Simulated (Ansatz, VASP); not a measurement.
**One calculation of CaO, two programs**

```
Ca O
1.0
     4.10448    0.00000    0.00000
    -2.05224    3.55459    0.00000
     0.00000    0.00000    4.52612
Ca O
2 2
Direct
  0.33333 0.66667 0.75000
  0.66667 0.33333 0.25000
  0.33333 0.66667 0.25000
  0.66667 0.33333 0.75000
```

Alike in both runs: task single point; functional LDA; k mesh 9 × 9 × 6; occupations gaussian, width 0.05 eV; no spin polarisation.

|  | VASP | Ansatz |
| --- | --- | --- |
| version | VASP 6.6.1 | Ansatz 0.2.0 |
| potentials or method | VASP PAW LDA potentials, release 64 (Ca_sv, O) | scalar-relativistic, plane waves, PAW |
| plane-wave cutoff (eV) | 520 | 420 |
| valence electrons in the cell | 32 | 32 |

```csv
,VASP,Ansatz,Ansatz less VASP
gap on the k mesh at the Fermi level (eV),2.65,2.67,+0.016
least direct gap on the mesh (eV),2.65,2.67,+0.016
pressure (GPa),-3.0,-3.7,-0.66
largest component of the traceless stress (GPa),7.84,7.40,-0.444
```

Caveats: an odd mesh through Γ misses points on the zone boundary, where band edges often lie. Expect the measured gap to be larger: semilocal functionals such as LDA lack the derivative discontinuity.
